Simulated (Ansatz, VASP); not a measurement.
One calculation of InP, two programs

```
In P
1.0
     0.00000    2.89953    2.65935
     2.75160    0.00000    2.65935
     2.75160    2.89953    0.00000
In P
1 1
Cartesian
  0.0000 0.0000 0.0000
  2.7516 2.8995 2.6594
```

Change from the starting cell: strain +e along x and -e along y -0.0267, strain +e along z and -e/2 along x and y -0.0400.

Alike in both runs: task single point; functional PBE; k mesh 18 × 18 × 18; occupations gaussian, width 0.15 eV; no spin polarisation.

```csv
,VASP,Ansatz
version,VASP 6.6.1,Ansatz 0.2.0
potentials or method,"VASP PAW PBE potentials, release 64 (In_d, P)","scalar-relativistic, plane waves, PAW"
plane-wave cutoff (eV),520,420
valence electrons in the cell,18,18
```

Ansatz gave:

| Quantity | Value |
| --- | --- |
| gap on the k mesh at the Fermi level (eV) | none |
| pressure (GPa) | 1.0 |
| largest component of the traceless stress (GPa) | 4.61 |

Task: Which values does VASP return?

Result: gap on the k mesh at the Fermi level (eV): none; pressure (GPa): 0.9; largest component of the traceless stress (GPa): 4.58.

A gap of «none» marks a metal or a gap that the smearing closes.
